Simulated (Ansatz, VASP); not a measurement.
TePb in VASP and in Ansatz

```
Te Pb
1.0
     0.00000    3.28605    3.28605
     3.28605    0.00000    3.28605
     3.28605    3.28605    0.00000
Te Pb
1 1
Direct
  0.50000 0.50000 0.50000
  0.00000 0.00000 0.00000
```

Alike in both runs: functional PBE; k mesh 8 × 8 × 8; occupations gaussian, width 0.02 eV; no spin polarisation.

Ansatz relaxed the structure, and its values are those at the end. VASP's run is a single point on that final structure, the one shown.

```csv
,VASP,Ansatz
version,VASP 6.6.1,Ansatz 0.2.0
potentials or method,"VASP PAW PBE potentials, release 64 (Te, Pb_d)","scalar-relativistic, plane waves, PAW"
plane-wave cutoff (eV),520,420
valence electrons in the cell,20,30
```

VASP gave:

* gap on the k mesh at the Fermi level (eV): 0.83
* least direct gap on the mesh (eV): 0.83
* pressure (GPa): -0.1

Q: Estimate Ansatz's values.

A: gap on the k mesh at the Fermi level (eV): 0.83; least direct gap on the mesh (eV): 0.83; pressure (GPa): 0.0.

The two sets of potentials don't hold the same shells in valence.

Caveats: spin-orbit coupling is left out, which as a rule narrows the gap of such compounds by several tenths of an eV. A k mesh can miss the band edges.
